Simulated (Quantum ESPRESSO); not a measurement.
# Al (Fm-3m) in Quantum ESPRESSO: a series of runs, part 2 of 3

Quantum ESPRESSO 7.5. Earlier steps stand in the parts before.

### 3 Wannier functions, PBEsol

Input file pw.in:

```
&CONTROL
  calculation = 'scf'
  prefix = 'pwscf'
  outdir = './tmp'
  pseudo_dir = './pseudo'
  tprnfor = .true.
  tstress = .true.
  disk_io = 'low'
/
&SYSTEM
  ibrav = 0
  nat = 1
  ntyp = 1
  ecutwfc = 40
  nbnd = 6
  occupations = 'smearing'
  smearing = 'fd'
  degauss = 0.00367493
/
&ELECTRONS
  conv_thr = 2d-10
  electron_maxstep = 120
  mixing_beta = 0.5
/
ATOMIC_SPECIES
Al    26.9815 Al.upf
CELL_PARAMETERS angstrom
   0.0000000000    2.0248050000    2.0248050000
   2.0248050000    0.0000000000    2.0248050000
   2.0248050000    2.0248050000    0.0000000000
ATOMIC_POSITIONS crystal
Al     0.0000000000    0.0000000000    0.0000000000
K_POINTS automatic
8 8 8 0 0 0
```

Input file nscf.in:

```
&CONTROL
  calculation = 'nscf'
  prefix = 'pwscf'
  outdir = './tmp'
  pseudo_dir = './pseudo'
  disk_io = 'low'
/
&SYSTEM
  ibrav = 0
  nat = 1
  ntyp = 1
  ecutwfc = 40
  nbnd = 11
  occupations = 'smearing'
  smearing = 'fd'
  degauss = 0.00367493
  nosym = .true.
  noinv = .true.
/
&ELECTRONS
  conv_thr = 1d-09
  electron_maxstep = 120
  mixing_beta = 0.5
  diago_full_acc = .true.
/
ATOMIC_SPECIES
Al    26.9815 Al.upf
CELL_PARAMETERS angstrom
   0.0000000000    2.0248050000    2.0248050000
   2.0248050000    0.0000000000    2.0248050000
   2.0248050000    2.0248050000    0.0000000000
ATOMIC_POSITIONS crystal
Al     0.0000000000    0.0000000000    0.0000000000
K_POINTS crystal
343
  0.00000000   0.00000000   0.00000000 2.91545190e-03
  0.00000000   0.00000000   0.14285714 2.91545190e-03
  0.00000000   0.00000000   0.28571429 2.91545190e-03
  0.00000000   0.00000000   0.42857143 2.91545190e-03
  0.00000000   0.00000000   0.57142857 2.91545190e-03
  0.00000000   0.00000000   0.71428571 2.91545190e-03
[... 335 lines left out ...]
  0.85714286   0.85714286   0.71428571 2.91545190e-03
  0.85714286   0.85714286   0.85714286 2.91545190e-03
```

Input file pw2wan.in:

```
&INPUTPP
  prefix = 'pwscf'
  outdir = './tmp'
  seedname = 'w'
  write_mmn = .true.
  write_amn = .true.
/
```

Input file bands.in:

```
&CONTROL
  calculation = 'bands'
  prefix = 'pwscf'
  outdir = './tmp'
  pseudo_dir = './pseudo'
  disk_io = 'low'
/
&SYSTEM
  ibrav = 0
  nat = 1
  ntyp = 1
  ecutwfc = 40
  nbnd = 11
  occupations = 'smearing'
  smearing = 'fd'
  degauss = 0.00367493
/
&ELECTRONS
  conv_thr = 1d-08
  electron_maxstep = 120
  mixing_beta = 0.5
  diago_full_acc = .true.
/
ATOMIC_SPECIES
Al    26.9815 Al.upf
CELL_PARAMETERS angstrom
   0.0000000000    2.0248050000    2.0248050000
   2.0248050000    0.0000000000    2.0248050000
   2.0248050000    2.0248050000    0.0000000000
ATOMIC_POSITIONS crystal
Al     0.0000000000    0.0000000000    0.0000000000
K_POINTS crystal
77
  0.00000000   0.00000000   0.00000000 1
  0.04166700   0.00000000   0.04166700 1
  0.08333300   0.00000000   0.08333300 1
  0.12500000   0.00000000   0.12500000 1
  0.16666700   0.00000000   0.16666700 1
  0.20833300   0.00000000   0.20833300 1
[... 69 lines left out ...]
  0.53125000   0.06250000   0.53125000 1
  0.50000000   0.00000000   0.50000000 1
```

Input file w.win:

```
num_wann = 4
num_bands = 11
guiding_centres = true
dis_froz_max = 8.85
dis_num_iter = 600
dis_mix_ratio = 0.5
dis_conv_tol = 1.0d-9
num_iter = 400
conv_tol = 1.0d-9
conv_window = 4
num_print_cycles = 40
fermi_energy = 7.8515
bands_plot = true
write_hr = true
mp_grid = 7 7 7
begin projections
Al: s;p
end projections
begin unit_cell_cart
ang
  0.0000000000   2.0248050000   2.0248050000
  2.0248050000   0.0000000000   2.0248050000
  2.0248050000   2.0248050000   0.0000000000
end unit_cell_cart
begin atoms_frac
Al   0.0000000000   0.0000000000   0.0000000000
end atoms_frac
begin kpoint_path
G   0.0000000000   0.0000000000   0.0000000000  X   0.5000000000   0.0000000000   0.5000000000
X   0.5000000000   0.0000000000   0.5000000000  W   0.5000000000   0.2500000000   0.7500000000
W   0.5000000000   0.2500000000   0.7500000000  K   0.3750000000   0.3750000000   0.7500000000
K   0.3750000000   0.3750000000   0.7500000000  G   0.0000000000   0.0000000000   0.0000000000
G   0.0000000000   0.0000000000   0.0000000000  L   0.5000000000   0.5000000000   0.5000000000
L   0.5000000000   0.5000000000   0.5000000000  U   0.6250000000   0.2500000000   0.6250000000
U   0.6250000000   0.2500000000   0.6250000000  W   0.5000000000   0.2500000000   0.7500000000
W   0.5000000000   0.2500000000   0.7500000000  L   0.5000000000   0.5000000000   0.5000000000
L   0.5000000000   0.5000000000   0.5000000000  K   0.3750000000   0.3750000000   0.7500000000
U   0.6250000000   0.2500000000   0.6250000000  X   0.5000000000   0.0000000000   0.5000000000
end kpoint_path
bands_num_points = 12
begin kpoints
  0.00000000   0.00000000   0.00000000
  0.00000000   0.00000000   0.14285714
  0.00000000   0.00000000   0.28571429
  0.00000000   0.00000000   0.42857143
  0.00000000   0.00000000   0.57142857
  0.00000000   0.00000000   0.71428571
[... 335 lines left out ...]
  0.85714286   0.85714286   0.71428571
  0.85714286   0.85714286   0.85714286
end kpoints
```

Potentials or basis: PseudoDojo 0.4.1 SR PBEsol standard.

Run with:

```bash
OMP_NUM_THREADS=1 pw.x -in pw.in > pw.out
OMP_NUM_THREADS=1 pw.x -in nscf.in > nscf.out
wannier90.x -pp w
OMP_NUM_THREADS=1 pw2wannier90.x -in pw2wan.in > pw2wan.out
wannier90.x w
OMP_NUM_THREADS=1 pw.x -in bands.in > bands.out
```

pw.out:

```text
This program is part of the open-source Quantum ESPRESSO suite
     for quantum simulation of materials; please cite
[... 9 lines left out ...]
     --------------------
     sticks:   dense  smooth     PW     G-vecs:    dense   smooth      PW
     Sum         313     313    109                 3839     3839     749

     Using Slab Decomposition

     bravais-lattice index     =            0
     lattice parameter (alat)  =       5.4112  a.u.
     unit-cell volume          =     112.0408 (a.u.)^3
     number of atoms/cell      =            1
     number of atomic types    =            1
     number of electrons       =         3.00
     number of Kohn-Sham states=            6
     kinetic-energy cutoff     =      40.0000  Ry
     charge density cutoff     =     160.0000  Ry
     scf convergence threshold =      2.0E-10
     mixing beta               =       0.5000
     number of iterations used =            8  plain     mixing
     Exchange-correlation= PBESOL
                           (   1   4  10   8   0   0   0)

     celldm(1)=   5.411243  celldm(2)=   0.000000  celldm(3)=   0.000000
     celldm(4)=   0.000000  celldm(5)=   0.000000  celldm(6)=   0.000000

     crystal axes: (cart. coord. in units of alat)
               a(1) = (   0.000000   0.707107   0.707107 )
               a(2) = (   0.707107   0.000000   0.707107 )
               a(3) = (   0.707107   0.707107   0.000000 )

     reciprocal axes: (cart. coord. in units 2 pi/alat)
               b(1) = ( -0.707107  0.707107  0.707107 )
               b(2) = (  0.707107 -0.707107  0.707107 )
               b(3) = (  0.707107  0.707107 -0.707107 )

     PseudoPot. # 1 for Al read from file:
[... 65 lines left out ...]

     Threshold (ethr) on eigenvalues was too large:
     Diagonalizing with lowered threshold

     Davidson diagonalization with overlap
     ethr =  1.91E-04,  avg # of iterations =  4.5

     total energy              =      -4.64008945 Ry
     estimated scf accuracy    <       0.00566555 Ry
[... 29 lines left out ...]
     iteration #  6     ecut=    40.00 Ry     beta= 0.50
     Davidson diagonalization with overlap
     ethr =  1.17E-10,  avg # of iterations =  1.2

     End of self-consistent calculation

          k = 0.0000 0.0000 0.0000 (   531 PWs)   bands (ev):

    -3.2799  20.3824  20.3824  21.7743  21.7743  21.7743

          k = 0.0884 0.0884-0.0884 (   495 PWs)   bands (ev):
[... 71 lines left out ...]
          k = 0.0000-0.5303 0.5303 (   478 PWs)   bands (ev):

     5.9369   6.4558   7.3973  14.3267  15.9750  23.3827

          k =-0.7071 0.0000 0.0000 (   468 PWs)   bands (ev):

     4.9021   6.2037  13.0774  13.3614  13.3614  16.7923

          k = 0.3536 0.1768 0.0000 (   482 PWs)   bands (ev):

    -0.4880  11.6487  13.0279  16.5376  19.8981  21.6213
[... 17 lines left out ...]
          k = 0.0000-0.3536 0.5303 (   481 PWs)   bands (ev):

     3.8609   7.4922   8.9415  12.5069  20.7863  24.0265

          k =-0.7071 0.1768-0.0000 (   478 PWs)   bands (ev):

     5.4192   6.7433   9.5707  11.0546  17.9038  19.9268

          k =-0.7071 0.3536 0.0000 (   488 PWs)   bands (ev):

     6.9735   6.9735   7.9761   8.8797  23.5545  23.5546

     the Fermi energy is     7.8515 ev

!    total energy              =      -4.63972608 Ry
     estimated scf accuracy    <          3.4E-11 Ry
     smearing contrib. (-TS)   =      -0.00030345 Ry
     internal energy E=F+TS    =      -4.63942264 Ry

     The total energy is F=E-TS. E is the sum of the following terms:
     one-electron contribution =       2.90714395 Ry
     hartree contribution      =       0.00751816 Ry
     xc contribution           =      -2.16199985 Ry
     ewald contribution        =      -5.39208490 Ry

     convergence has been achieved in   6 iterations

     Forces acting on atoms (cartesian axes, Ry/au):

     atom    1 type  1   force =     0.00000000    0.00000000    0.00000000

     Total force =     0.000000     Total SCF correction =     0.000000

     Computing stress (Cartesian axis) and pressure

          total   stress  (Ry/bohr**3)                   (kbar)     P=      -20.67
  -0.00014052   0.00000000   0.00000000          -20.67        0.00        0.00
   0.00000000  -0.00014052   0.00000000            0.00      -20.67        0.00
   0.00000000   0.00000000  -0.00014052            0.00        0.00      -20.67

=------------------------------------------------------------------------------=
   JOB DONE.
=------------------------------------------------------------------------------=
```

nscf.out:

```text
This program is part of the open-source Quantum ESPRESSO suite
     for quantum simulation of materials; please cite
         "P. Giannozzi et al., J. Phys.:Condens. Matter 21 395502 (2009);
         "P. Giannozzi et al., J. Phys.:Condens. Matter 29 465901 (2017);
         "P. Giannozzi et al., J. Chem. Phys. 152 154105 (2020);
     in publications or presentations arising from this work. More details at

[... 72 lines left out ...]

     Number of k-points >= 100: set verbosity='high' to print the bands.

     the Fermi energy is     7.9206 ev
     (compare with:     7.8515 eV, computed in scf)

=------------------------------------------------------------------------------=
   JOB DONE.
=------------------------------------------------------------------------------=
```

w-pp.out:

```text
b_k Directions (Ang^-1)                          |
 |                           -----------------------                          |
 |            No.           x           y           z                         |
 |            ---        --------------------------------                     |
 |             1         0.221650    0.221650   -0.221650                     |
 |             2         0.221650   -0.221650    0.221650                     |
 |             3        -0.221650    0.221650    0.221650                     |
 |             4         0.221650    0.221650    0.221650                     |
 +----------------------------------------------------------------------------+

 Time to get kmesh              0.252 (sec)
 *============================================================================*
 |                              MEMORY ESTIMATE                               |
 *============================================================================*
 |                        Disentanglement            7.11 Mb                  |
 |                            Wannierise:            2.49 Mb                  |
 |                          plot_wannier:            2.49 Mb                  |
 *----------------------------------------------------------------------------*

 Starting a new Wannier90 calculation ...

 Time to write kmesh            0.309 (sec)

 Exiting... w.nnkp written.
```

Run time: 74 s. Hardware: 1 thread of Intel Xeon Platinum 8259CL at 2.50GHz (Skylake/Cascade Lake), shared host; peak memory 0.09 GiB.

Results:

```yaml
Free_energy: -63.1267 eV
Pressure: -2.1 GPa
Band_gap_on_the_k_mesh: none (metal or under the smearing width)
Total_Wannier_spread: 7.86 Å² over 4 functions
RMS_miss_of_the_Wannier_bands: 0.160 eV
```

Levels at the corners of the path, in eV from the Fermi level:
```csv
point,band 1,band 2,band 3,band 4,band 5
Γ,-11.13,12.53,12.53,12.53,13.92
X,-2.95,-1.65,5.23,5.51,5.51
W,-0.88,-0.88,0.12,1.03,15.70
K,-1.91,-1.40,-0.45,6.48,8.12
Γ,-11.13,12.53,12.53,12.53,13.92
L,-4.62,-4.41,11.26,11.26,11.37
U,-1.91,-1.40,-0.45,6.48,8.12
W,-0.88,-0.88,0.12,1.03,15.70
L,-4.62,-4.41,11.26,11.26,11.37
K,-1.91,-1.40,-0.45,6.48,8.12
U,-1.91,-1.40,-0.45,6.48,8.12
X,-2.95,-1.65,5.23,5.51,5.51
```

Wannier functions:
| function | nearest atom | distance (Å) | spread (Å²) | on-site energy from the reference level (eV) |
| --- | --- | --- | --- | --- |
| 1 | 1 Al | 0.00 | 2.02 | -3.02 |
| 2 | 1 Al | 0.00 | 1.95 | 4.47 |
| 3 | 1 Al | 0.00 | 1.95 | 4.47 |
| 4 | 1 Al | 0.00 | 1.95 | 4.47 |

Parts of the spread (Å²): invariant 4.73, diagonal 0.000, off-diagonal 3.13, total 7.86. Against the direct bands the interpolation misses by 160 meV (root mean square) and 927 meV at most, for states up to 1 eV over the reference level.

Caveat: the k mesh is coarse.

[end of part 2 of 3]
